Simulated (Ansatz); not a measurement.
A relaxation of cell and atoms of SiC2, ordered on the diamond lattice (P-3m1) with 6 atoms a cell with the plane-wave code Ansatz, at the level r2SCAN. The starting cell comes from a relaxation with PBE.

```yaml
crystal:
  lattice:
    - [2.94738422, 0.0, 0.0]
    - [-1.47369211, 2.5525096093, 0.0]
    - [0.0, 0.0, 7.2631363287]
  atoms:
    - { symbol: C, position: [0.0, 0.0, 0.8897370572] }
    - { symbol: C, position: [0.6666666667, 0.3333333333, 0.5347334038] }
    - { symbol: Si, position: [0.3333333333, 0.6666666667, 0.2039054087] }
    - { symbol: Si, position: [0.6666666667, 0.3333333333, 0.7960945913] }
    - { symbol: C, position: [0.3333333333, 0.6666666667, 0.4652665962] }
    - { symbol: C, position: [0.0, 0.0, 0.1102629428] }
kpoints:
  mp_grid: { grid: [12, 12, 4] }
hamiltonian:
  xc: r2scan
scf:
  occupations: { method: fermi_dirac, width: 0.02 }
relax:
  f_tol: 0.005
  cell: {}
```

Some lines of the output have been replaced by numbered gaps.
```
Pseudopotential: C, paw, valence charge 4, recommended cutoff 500 eV (meta_gga)
Pseudopotential: Si, paw, valence charge 4, recommended cutoff 500 eV (meta_gga)
Functional definition: r2SCAN
Crystal: 6 atoms, lattice volume = 54.642 Å³
Basis set: ecut = 500 eV, 1395 PW (Γ)
[1]
Symmetry: 12 space group operations
Space group: P-3m1 (ITA 164)
[2]
preconditioner: auto → none  [insulator: Δε(μ)=1.993 eV  σ=0.020 eV  ℏωp=24.6 eV]
relax step 1: F+E_penalty+E_count = -2282.40705367 eV  max|allowed force component| = 3.326e-1 eV/Å  Δτ_max = 0.0000 Å  P = -3.245 GPa  Ω = 54.642 Å³
--- Relaxed structure (5 steps of the walk, 5 accepted, 1 SCFs on fresh bases) ---
[3]
```

**Question.** What stood in the gaps? They hold the relaxed structure, the count of irreducible k points, the band count.

**Answer.**
```
[1]
Bands: 18, of which v1, the nominal top of the filled ones, is band 12 counted from 1 (11 counted from 0)
[2]
k-points: 69 of 576
[3]
  F+E_penalty+E_count = -2282.41762684 eV   max|allowed force component| = 2.915e-3 eV/Å
  cell:  # Å, volume = 54.0021 Å³
    - [2.937568, 0.000000, 0.000000]
    - [-1.468784, 2.544009, 0.000000]
    - [0.000000, 0.000000, 7.226104]
  atoms:
    - { symbol: C, position: [0.000000, 0.000000, 0.888654] }
    - { symbol: C, position: [0.666667, 0.333333, 0.535285] }
    - { symbol: Si, position: [0.333333, 0.666667, 0.203687] }
    - { symbol: Si, position: [0.666667, 0.333333, 0.796313] }
    - { symbol: C, position: [0.333333, 0.666667, 0.464715] }
    - { symbol: C, position: [0.000000, 0.000000, 0.111346] }
```
The trailing digits, and the zero of the energies, depend on the potentials and thresholds.

Run as `ansatz run input.yaml --threads 4 --pin off --max-ram 6451MiB --backend cpu --events-out ev --progress --plain --runs-dir out`. It took 11 s on 4 threads of Arm Neoverse V1, on a shared host; peak host memory 0.53 GiB.

Simulation only: spin-unpolarised, and no claim that this is the phase found in nature.
